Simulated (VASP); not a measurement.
Input of a VASP 6.6.1 run:

POSCAR

```
LiCl                                    
1.0
    0.0000000000      2.5305222624      2.5305222624
    2.5305222624      0.0000000000      2.5305222624
    2.5305222624      2.5305222624      0.0000000000
  Li              Cl            
     1     1
Direct
     0.0000000000000000    0.0000000000000000    0.0000000000000000
     0.5000000000000000    0.5000000000000000    0.5000000000000000
```

INCAR.step1

```
SYSTEM = LiCl
ALGO = Normal ; EDIFF = 1E-5
ENCUT = 520 ; GGA = PE
ISIF = 2 ; ISMEAR = 0
KPAR = 4 ; LASPH = .TRUE.
LCHARG = .FALSE. ; LREAL = .FALSE.
LWAVE = .TRUE. ; NELM = 80
PREC = Accurate ; SIGMA = 0.03
```

Contents of INCAR.step2:

```
SYSTEM = LiCl
ALGO = Normal ; EDIFF = 1E-6
ENCUT = 520 ; GGA = PE
HFSCREEN = 0.2 ; ISIF = 2
ISMEAR = 0 ; ISTART = 1
KPAR = 4 ; LASPH = .TRUE.
LCHARG = .FALSE. ; LHFCALC = .TRUE.
LREAL = .FALSE. ; LWAVE = .FALSE.
NELM = 80 ; PREC = Accurate
PRECFOCK = Fast ; SIGMA = 0.03
```

Contents of KPOINTS:

```
k-points
0
G
  6 6 6
  0 0 0
```

File KPOINTS_OPT:

```
explicit points
6
Reciprocal
 0.0000000000  0.0000000000  0.0000000000 1
 0.3750000000  0.3750000000  0.7500000000 1
 0.5000000000  0.5000000000  0.5000000000 1
 0.6250000000  0.2500000000  0.6250000000 1
 0.5000000000  0.2500000000  0.7500000000 1
 0.5000000000  0.0000000000  0.5000000000 1
```

Potentials or basis: VASP PAW PBE potentials, release 64 (Li_sv, Cl).

Command:

```console
$ cat potpaw_PBE.64/Li_sv/POTCAR potpaw_PBE.64/Cl/POTCAR > POTCAR
$ cp INCAR.step1 INCAR
$ mpirun -np 4 vasp_std > vasp.out
$ cp INCAR.step2 INCAR
$ mpirun -np 4 vasp_std > vasp.out
```

Problem. Predict the band gap on the k mesh.

Solution. 8.01 eV, direct.

Problem. Estimate the band gap along the path.

Solution. 8.01 eV, direct.
